Q: I pull a Bi2Te3 crystal apart across a flat plane, keeping the atoms on each side fixed. What am I breaking?

A: Bi2Te3 is built of sheets five atomic layers thick, with tellurium on both faces. The cut runs between two such faces, so no Bi–Te bond breaks, and the shortest distance in the cell stays at 3.09 Å throughout. The cell holds three sheets and three spaces between them, of which only one opens. The opening is counted from the relaxed spacing, and negative values push the sheets together.

Rigid opening of Bi2Te3 (R-3m, 15-atom cell) across one (001) plane per cell, starting from the relaxed cell, computed with Ansatz 0.2.0 using scalar-relativistic, non-spin-polarised PBE and PAW. Cutoff 420 eV, Gamma-centred 9×9×1 k mesh, Gaussian smearing 0.05 eV. Separation energy is per area of the cut, relative to zero opening; positive traction resists opening.

```
opening (Å)  separation energy (mJ/m²)  traction (GPa (slope of the separation energy))  gap on mesh (eV)
       -0.3                        5.4                                          -0.4800             0.474
      -0.15                        0.8                                          -0.1600             0.512
          0                          0                                           0.0400             0.547
       0.25                        3.2                                           0.1900             0.584
        0.5                        8.6                                           0.2300             0.602
       0.75                       14.2                                           0.2100             0.611
          1                       19.1                                           0.1800             0.617
        1.5                       26.5                                           0.1200             0.624
          2                       31.2                                           0.0700             0.628
          3                         36                                           0.0300             0.632
        4.5                       38.1                                           0.0000             0.634
          6                       38.4                                           0.0000             0.635
```

Q: Where do I start reading?

A: Start with the sheets far apart. Once their electron clouds no longer overlap, further opening changes almost nothing in PBE, and the separation energy settles at 38.4 mJ/m². The traction, which is the slope of that energy and so the pull needed per unit area, falls to zero.

Q: How quickly does the interaction die out?

A: Faster than the inverse-square or inverse-fourth law expected of dispersion between thick or thin sheets. The energy gained from 4.5 to 6 Å is 0.13 of that gained from 3 to 4.5 Å. An attraction falling as the inverse square of the distance between the tellurium faces would give 0.55, and one falling as the inverse fourth power 0.37. This is how PBE is built: it lacks the long-range dispersion attraction, so its sheets feel each other only where their densities overlap.

Q: And the opposite limit, with the sheets hardly moved?

A: There two forces nearly cancel. Overlap brings an attraction, and it also brings a repulsion between filled shells, which is steeper. At the resting distance they balance, so the energy is flat and a small displacement costs little in either direction. The pull starts near zero and ends at zero, so it must have a maximum in between.

Q: Can I work out where?

A: Take the simplest assumption: both parts fall exponentially with the opening $x$, the repulsion twice as fast. With $W$ the full separation energy and $s$ the decay length of the attraction,

$$E = W - 2W e^{-x/s} + W e^{-2x/s} = W\left(1-e^{-x/s}\right)^2 .$$

The slope is $(2W/s)\,(e^{-x/s}-e^{-2x/s})$. It is largest when $e^{-x/s}=1/2$, that is at $x = s\ln 2$, where it equals $W/(2s)$. At that point half of the attraction is left and a quarter of the repulsion. Up to there, each small step of opening weakens the repulsive force by more than the attractive force, so the net pull grows; beyond it, the attractive force loses more and the pull fades.

Q: What does that give here?

A: A fit of $W$ and $s$ to all twelve rows gives 38.4 mJ/m² and 0.84 Å. The peak should then lie at $0.84 \times 0.69 = 0.58$ Å, with a height of $38.4/(2\times0.84) \approx 23$ mJ/m² per Å, which is 0.23 GPa.

The highest traction in the table is also 0.23 GPa, in the row at 0.5 Å, and the next row is only slightly lower. These rows were part of the fit, so the agreement shows that the curve has the right shape; it is no independent prediction. Nor does it prove the split into two exponentials, since other curves with a flat bottom and a short tail would look much the same. The useful part is the scaling: at equal decay length, a doubled separation energy doubles the peak pull and leaves its position alone.

Q: Two rows near the start bother me. The traction at zero opening is 0.04 GPa, and squeezing by 0.15 Å costs almost nothing.

A: They are probably one irregularity. If the balance point is left free in the fit, which adds two constants, the minimum moves to about 0.03 Å inside the starting distance. The energy curve is then slightly tilted at zero opening, by about 3 mJ/m² per Å. Over 0.15 Å that tilt saves roughly 0.5 mJ/m², which matters beside a cost of only 0.8 mJ/m².

Q: So the crystal was not fully relaxed?

A: That may be part of it. The calculated stress of the starting cell is also a tension along the normal, but only about 0.01 GPa, smaller than the tilt requires. The rest may be numerical, and no test here decides it. The curve centred on zero does worst at the strongest squeeze, where it overestimates the cost of 5.4 mJ/m² by about 1.7 mJ/m². The traction in that row is also the least certain, because a slope at the end of a scan has a neighbour on one side only.

Q: The gap should follow the energy, then: flat at first, steep in the middle, flat at the end?

A: Compare the signs on the two sides of zero. The energy rises whether you squeeze or pull, but the gap falls when you squeeze and grows when you pull. After 0.25 Å of opening the gap has made 42 % of its total rise, while the energy has covered only 8 % of its own.

Q: Why is the gap so much quicker?

A: The energy is flat at the start because two forces cancel there. The coupling between electron states on neighbouring sheets has no such cancellation: it simply weakens as the distance grows. Coupling splits levels, which can push the highest filled state up and the lowest empty state down, and so narrow the gap. Opening the space undoes this from the first step. For small displacements, the change in the gap is therefore expected to follow the displacement itself, and the change in energy its square.

Q: Do the numbers prove that coupling is the cause?

A: No. They show an early response in one steady direction, which fits the coupling picture but does not single it out. The level splitting itself is a theoretical argument, because the character of the band-edge states was not analysed. The approach to the final gap is not a single exponential either: it is more than twice as fast in the first quarter of an ångström as between 1 and 2 Å. I have no tested explanation for that change of pace.

Q: Is 0.635 eV then the gap of a single sheet?

A: No. Two of the three spaces are still closed, so the last row describes a slab of three coupled sheets. Spin–orbit coupling is also absent, and in real Bi2Te3 it is strong enough to invert the band edges. The mesh also has only one point along the stacking axis, so it may miss the true edges, above all at small openings, where the bands can still vary along that axis. That makes the size of the gap's rise uncertain. Read the column as the response of the uninverted bands to distance, not as gaps to be measured.

Q: And if I want to peel flakes from a real crystal, may I use the peak of 0.23 GPa?

A: Not as a strength. The plateau corresponds to 2.4 meV/Å², whereas layered crystals typically bind with something like 20 meV/Å², a rough recalled figure. The missing dispersion is expected to account for much of that difference, and also to leave the calculated sheets too far apart at the start. What the scan does show, at this level of theory and untested for the real crystal, is an order of events: the electronic states respond at once, the pull peaks after a fraction of an ångström, and most of the energy is paid after that peak. The output below gives both fits and the shares row by row.

Output of the analysis:

```
fit of separation_energy on 12 rows: coefficient of (1 - exp(-opening/s))**2 38.37 +/- 0.35, s 0.84; rms 0.684, worst -0.3 1.67, leave-one-out rms 0.813
fit of separation_energy on 12 rows: constant 38.3 +/- 0.13, coefficient of exp(-opening/s) -73.21 +/- 0.54, coefficient of exp(-2*opening/s) 35.15 +/- 0.4, s 0.855; rms 0.203, worst 2.0 0.369, leave-one-out rms 0.422
Shares of the final change and mean slopes since the previous row:
    row  energy share %  gap rise share %  mean traction GPa  gap slope eV/A  centred miss mJ/m2  free miss mJ/m2
   -0.3           14.06            -82.95                n/a             n/a               1.669          -0.1867
  -0.15           2.083            -39.77            -0.3067          0.2533              0.6665           0.1648
    0.0               0                 0           -0.05333          0.2333                   0           0.2327
   0.25           8.333             42.05              0.128           0.148             -0.6577           0.0327
    0.5            22.4              62.5              0.216           0.072               -0.88          -0.1828
   0.75           36.98             72.73              0.224           0.036              -0.821          -0.2716
    1.0           49.74             79.55              0.196           0.024             -0.5184          -0.1433
    1.5           69.01              87.5              0.148           0.014             0.07928            0.186
    2.0           81.25             92.05              0.094           0.008              0.4001           0.3693
    3.0           93.75             96.59              0.048           0.004              0.2401           0.1409
    4.5           99.22             98.86              0.014        0.001333            -0.09374          -0.1773
    6.0             100               100              0.002       0.0006667            -0.09348          -0.1646
Plateau in meV per square angstrom: 2.397
Rough recalled layered-crystal binding over this plateau: 8.344
Peak traction of the centred curve in GPa: 0.2284
Opening at that peak in angstrom: 0.5822
Minimum of the free curve in angstrom of opening: -0.03483
Slope of the free curve at zero opening in GPa: 0.03418
Apparent stiffness 2E/x2 at -0.3 in mJ/m2 per A2: 120
Apparent stiffness 2E/x2 at -0.15 in mJ/m2 per A2: 71.11
Apparent stiffness 2E/x2 at 0.25 in mJ/m2 per A2: 102.4
Energy step 4.5 to 6 over step 3 to 4.5 as computed: 0.1289
Same ratio for an inverse-square tail: 0.5511
Same ratio for an inverse-fourth tail: 0.3681
Gap rise from zero opening to the last row in eV: 0.088
Decay rate of the missing gap from 0 to 0.25 per angstrom: 2.182
Decay rate of the missing gap from 1 to 2 per angstrom: 0.9445
```
